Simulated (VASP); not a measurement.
Input of a VASP 6.6.1 run:

Contents of run.py:

```python
from ase.calculators.vasp import Vasp
from ase.dft.dos import DOS
from ase.io import read

atoms = read('H.xyz')
calc = Vasp(
    directory='calc',
    xc='optb86b-vdw',
    pp='PBE',
    setups='materialsproject',
    prec='Accurate',
    encut=520,
    ediff=1e-07,
    ismear=-5,
    sigma=0.05,
    lreal=False,
    lasph=True,
    nelm=60,
    algo='Normal',
    isif=2,
    lwave=False,
    lcharg=False,
    lorbit=11,
    isym=1,
    kpts=[12, 12, 32],
    gamma=True,
)
atoms.calc = calc

print('energy (eV):', atoms.get_potential_energy())
print('free energy (eV):', atoms.get_potential_energy(force_consistent=True))
print('forces (eV/A):')
print(atoms.get_forces())
print('stress (eV/A^3, Voigt):', atoms.get_stress())
print('Fermi level (eV):', calc.get_fermi_level())
dos = DOS(calc, width=0.05, window=(-10, 10), npts=201)
print('E - E_F (eV), DOS (1/eV)')
for e, g in zip(dos.get_energies(), dos.get_dos()):
    print(f'{e:8.3f} {g:10.4f}')
```

Contents of H.xyz:

```xyz
1
Lattice="2.6496387389 0.0000000000 0.0000000000 0.0000000000 2.6496387389 0.0000000000 0.0000000000 0.0000000000 0.9804929200" Properties=species:S:1:pos:R:3 pbc="T T T"
H      0.0000000000      0.0000000000      0.4902464600
```

Potentials or basis: VASP PAW PBE potentials, release 64 (H).

Command:

```bash
$ python run.py
```

(1) Estimate the band gap on the k mesh.

(2) Estimate the pressure.

## Answers

(1) none (metal or under the smearing width).

(2) 1.3 GPa.

Caveat: the PAW data sets were made with another functional, which shifts forces and pressure a little; tetrahedron occupations give inexact forces and stress in metals.
